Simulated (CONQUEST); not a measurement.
# CdO (Monteponite) under changes of volume

One of the cells (12.970 Å³/atom); the others are scaled copies at fixed shape and fractional positions:

```
Cd O
1.0
     3.32269    0.00000    0.00000
     0.00000    3.32269    0.00000
     0.00000    0.00000    4.69900
Cd O
2 2
Cartesian
  0.0000 0.0000 0.0000
  1.6613 1.6613 2.3495
  0.0000 0.0000 2.3495
  1.6613 1.6613 0.0000
```

```yaml
Program: CONQUEST 1.3
Functional: PBE
Potentials_or_basis: PseudoDojo NC PBE, DZP, grid of 36 × 36 × 60 points
k_mesh: 8 × 8 × 6
Occupations: fermi-dirac, width 0.05 eV
Spin: no spin polarisation
```

```tsv
volume (Å³/atom)	energy over the lowest point (meV/atom)	pressure (GPa)
12.191	?	?
12.451	56.67	15.5
12.710	34.61	11.6
12.970	18.74	8.2
13.488	1.99	2.4
13.748	0.00	-0.2
```

Task: What does the run at 12.191 Å³/atom give?

Result: Energy over the lowest point 84.54 meV/atom; pressure 19.3 GPa.

Worked out: A Birch-Murnaghan fit of order 3 (a polynomial in V^(-2/3)) to the other rows has its minimum at 13.76 Å³/atom, just outside them, with B0 = V·E''(V) = 113 GPa and B' = 6.5. It gives 85.72 meV/atom at 12.191 Å³/atom, against the run's 84.54, and -dE/dV = 20.3 GPa, against 19.3.

Energies are extrapolated to zero smearing.

Caveats: the basis of atomic orbitals isn't converged, which shifts pressures, moduli and gaps; the real-space grid breaks the cell's symmetry a little (some runs).
